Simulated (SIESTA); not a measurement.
# Cu under changes of volume

One of the cells (11.810 Å³/atom); the others are scaled copies at fixed shape and fractional positions:

```xyz
1
Lattice="0.0000 1.8075 1.8075 1.8075 0.0000 1.8075 1.8075 1.8075 0.0000" Properties=species:S:1:pos:R:3 pbc="T T T"
Cu    0.0000    0.0000    0.0000
```

- Program: SIESTA 5.4.2
- Functional: RPBE
- Potentials or basis: PseudoDojo 0.4 standard (PBE files)
- Basis: DZP (energy shift 0.003 Ry; two zetas on semicore shells)
- Grid cutoff: 800 Ry
- Energy shift: 0.003 Ry
- k mesh: 13 × 13 × 13
- Occupations: fermi-dirac, width 0.05 eV
- Spin: no spin polarisation

```tsv
volume (Å³/atom)	energy over the lowest point (meV/atom)	pressure (GPa)
11.102	70.05	18.8
11.338	45.26	14.8
11.574	26.36	10.9
11.810	13.05	7.1
12.047	4.75	4.3
12.283	?	?
12.519	0.00	-0.7
```

What does the run at 12.283 Å³/atom give?

Energy over the lowest point 0.23 meV/atom; pressure 1.7 GPa.

Worked out: A Birch-Murnaghan fit of order 3 (a polynomial in V^(-2/3)) to the other rows has its minimum at 12.43 Å³/atom with B0 = V·E''(V) = 124 GPa and B' = 5.7. It gives 0.46 meV/atom at 12.283 Å³/atom, against the run's 0.23, and -dE/dV = 1.5 GPa, against 1.7.

Energies are extrapolated to zero smearing.

Caveats: short orbitals over semicore shells can move pressures by several GPa; the potentials were made for another functional, which shifts forces and pressure; the basis of atomic orbitals isn't converged, which shifts pressures, moduli and gaps.
